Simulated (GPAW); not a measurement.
BN:

```
CELL_PARAMETERS angstrom
2.49824 0.00000 0.00000
-1.24912 2.16354 0.00000
0.00000 0.00000 6.63570
ATOMIC_POSITIONS crystal
N 0.66667 0.33333 0.25000
N 0.33333 0.66667 0.75000
B 0.66667 0.33333 0.75000
B 0.33333 0.66667 0.25000
```

Base run:

```yaml
Program: GPAW 26.7.0
Functional: TB-mBJ
Potentials_or_basis: GPAW PAW data sets for LDA (gpaw-data 1.2.1)
Cutoff: 800 eV
Basis: pw
k_mesh: 9 × 9 × 3
Occupations: fermi-dirac, width 0.05 eV
Spin: no spin polarisation
```

Its results: band gap on the k mesh 6.10 eV, indirect (least direct gap 6.35 eV).

Problem. After a change of settings the same cell gave: band gap on the k mesh 5.91 eV, indirect (least direct gap 6.32 eV). Which change was it?
A. functional from TB-mBJ to RPBE; potentials or basis from GPAW PAW data sets for LDA (gpaw-data 1.2.1) to the program's PAW data sets (release 1.2.1) made for this functional
B. functional from TB-mBJ to PBE; potentials or basis from GPAW PAW data sets for LDA (gpaw-data 1.2.1) to PAW data sets generated in the run's folder for this functional
C. k mesh from 9 × 9 × 3 to 10 × 10 × 4
D. functional from TB-mBJ to PBE; potentials or basis from GPAW PAW data sets for LDA (gpaw-data 1.2.1) to GPAW PAW data sets (gpaw-data 1.2.1)

Solution. C.

Caveats: a model potential gives levels but no total energy; an odd mesh through Γ misses points on the zone boundary, where band edges often lie (some runs).

Not every run made on this cell is shown here.
